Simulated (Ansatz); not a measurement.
An input for Ansatz 0.2.0 (Ta):

The input input.yaml:

```yaml
crystal:
  lattice:
    - [-1.65128, 1.65128, 1.65128]
    - [1.65128, -1.65128, 1.65128]
    - [1.65128, 1.65128, -1.65128]
  atoms:
    - { symbol: Ta, position: [0.0, 0.0, 0.0] }
hamiltonian:
  xc: blyp
  pseudopotentials: { kind: paw, partial_waves: polarizable }
  dispersion: rvv10
kpoints:
  mp_grid: { grid: [11, 11, 11] }
scf:
  occupations: { method: fermi_dirac, width: 0.1 }
  max_iter: 60
output:
  forces: true
  stress: true
  eigenvalues: true
total_charge: 6
```

Potentials or basis: Ansatz PAW polarizable.

Run with:

```sh
$ ansatz run input.yaml --threads 1 --pin off --max-ram 2560MiB --backend cpu --events-out ev --progress --plain --runs-dir out
```

**Question.** Does this run start?

**Answer.** The run stopped without a result. It printed:

Output:

```text
Error: inconsistent input (hamiltonian.dispersion, hamiltonian.xc): `dispersion: rvv10` has no canonical (b, C) pairing for the chosen semilocal exchange/correlation — only rPW86-x + PBE96-c (the original rVV10) and r²SCAN are tabulated
```
